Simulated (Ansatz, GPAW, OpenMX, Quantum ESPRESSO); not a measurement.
# Si2Ni: programs and potentials compared

```
CELL_PARAMETERS angstrom
0.00000 2.70300 2.70300
2.70300 0.00000 2.70300
2.70300 2.70300 0.00000
ATOMIC_POSITIONS crystal
Ni 0.00000 0.00000 0.00000
Si 0.75000 0.75000 0.75000
Si 0.25000 0.25000 0.25000
```

Alike in all runs: task band structure; functional LDA; k mesh 9 × 9 × 9; occupations fermi-dirac, width 0.05 eV; collinear spin, ferromagnetic start; no spin-orbit coupling. LDA stands for any of its common fits. Pressure is positive in compression and, in plane waves, holds the error of the finite cutoff.

| program and potentials | plane-wave cutoff (eV) | notes | pressure (GPa) | net moment per atom (μB) |
| --- | --- | --- | --- | --- |
| OpenMX, OpenMX 2013 LDA set, Ni6.0H-s3p2d2, Si7.0-s2p2d1, grid cutoff 500 Ry | - | atomic basis; 8.67 valence electrons an atom on average | -1.96 | 0.00 |
| Ansatz, all-electron LAPW, scalar-relativistic | - | - | ? | ? |
| Quantum ESPRESSO, GBRV 1.5 LDA | 612 | 8.67 valence electrons an atom on average | -4.16 | 0.00 |
| GPAW, the program's PAW data sets (release 1.2.1) made for this functional | 600 | 8 valence electrons an atom on average; this data set often lies off other programs | -3.44 | 0.00 |

Estimate from the other rows what the run with Ansatz, all-electron LAPW, scalar-relativistic gave.

Pressure -4.35 GPa; net moment per atom 0.00 μB. The other rows, which needn't bracket it: pressure -4.16 to -1.96; net moment per atom 0.00.
